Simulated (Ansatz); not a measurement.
NaF (wurtzite) (no longer in that coordination), relaxed with r2SCAN in the plane-wave code Ansatz. It is hexagonal, P6_3/mmc (No. 194); a = 3.868 Å, c = 4.551 Å in the conventional setting, 14.74 Å³ an atom. Na has 5 F at 2.23–2.28 Å; F has 5 Na at 2.23–2.28 Å. The cell started from the wurtzite prototype, but the relaxation took it to the higher symmetry P6_3/mmc (No. 194), so the name no longer describes it.

The axes x, y and z are those of this cell:
```
Na F
1.0
     3.86806    0.00000    0.00000
    -1.93403    3.34984    0.00000
     0.00000    0.00000    4.55138
Na F
2 2
Direct
  0.33333 0.66667 0.93750
  0.66667 0.33333 0.43750
  0.33333 0.66667 0.43750
  0.66667 0.33333 0.93750
```

Unstrained: With PBE the gap is 5.694 eV and direct, at Γ. With r2SCAN the gap is 6.335 eV and direct, at Γ. The HSE06 gap is direct at Γ: 7.745 eV. Meshes: PBE 12×12×6, r2SCAN 12×12×6, HSE06 6×6×4. Strains are changes of length per length. After each strain the atoms were relaxed again with r2SCAN within the symmetry that the strain leaves, so tilts or polar shifts that break it weren't tested; points keep the names that they have in the unstrained zone. The calculation is spin-unpolarised, and the structure need not be a phase that has been made.

(1) Estimate what isotropic +1.0 % on every length does to the gap.

(2) Estimate what uniaxial +1.0 % along x, other directions held does to the gap.

(3) Estimate what uniaxial -1.0 % along z, other directions held does to the gap.

(4) Apply epitaxial +1.5 % in the xy plane, free normal strain -0.48 %. How far does the gap move, against the unstrained cell?

(5) Order the strained cells by their HSE06 gap, smallest first.
A. uniaxial -1.0 % along z, other directions held
B. epitaxial +1.5 % in the xy plane
C. uniaxial +1.0 % along x, other directions held
D. isotropic +1.0 % on every length

## Answers

(1) PBE: the gap goes from 5.694 to 5.597 eV (-0.097 eV). r2SCAN: the gap goes from 6.335 to 6.242 eV (-0.093 eV). HSE06: the gap goes from 7.745 to 7.637 eV (-0.108 eV). The r2SCAN energy rises by 1.6 meV an atom.

(2) PBE: the gap goes from 5.694 to 5.662 eV (-0.032 eV). r2SCAN: the gap goes from 6.335 to 6.304 eV (-0.031 eV). HSE06: the gap goes from 7.745 to 7.710 eV (-0.035 eV). The r2SCAN energy rises by 0.2 meV an atom.

(3) PBE: the gap goes from 5.694 to 5.728 eV (+0.034 eV). r2SCAN: the gap goes from 6.335 to 6.367 eV (+0.032 eV). HSE06: the gap goes from 7.745 to 7.784 eV (+0.039 eV). The r2SCAN energy rises by 0.5 meV an atom.

(4) PBE: the gap goes from 5.694 to 5.617 eV (-0.077 eV). r2SCAN: the gap goes from 6.335 to 6.259 eV (-0.076 eV). HSE06: the gap goes from 7.745 to 7.661 eV (-0.084 eV). The r2SCAN energy rises by 1.8 meV an atom.

(5) D (7.64 eV), B (7.66 eV), C (7.71 eV), A (7.78 eV).

The meshes of the hybrids are coarse, so their gaps aren't converged to the digits shown.
